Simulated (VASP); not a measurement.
Consider the following.

```yaml
crystal:
  lattice:
    - [0.00000, 3.05000, 3.05000]
    - [3.05000, 0.00000, 3.05000]
    - [3.05000, 3.05000, 0.00000]
  atoms:
    - { symbol: Zn, position: [0.00000, 0.00000, 0.00000] }
    - { symbol: Te, position: [0.25000, 0.25000, 0.25000] }
```

Computed with PBE GGA, VASP's PBE PAW potentials (set 64) (plane waves; VASP). Run with 400 eV cut-off, 11×11×11 Γ-centred mesh, Gaussian smearing of 0.050 eV, potentials Zn Te.

Task: Give the stress tensor in GPa (positive for a compressed cell).

Result: 
```
1.78  0.00  0.00
0.00  1.78  0.00
0.00  0.00  1.78
```
The pressure is its mean diagonal, 1.78 GPa.

The compound is ZnTe in the zinc blende structure. The cell was not relaxed at this level. The run is one of a series of settings (KPOINTS 11×11×11 Γ-centred mesh against the base run), some of them coarse on purpose.
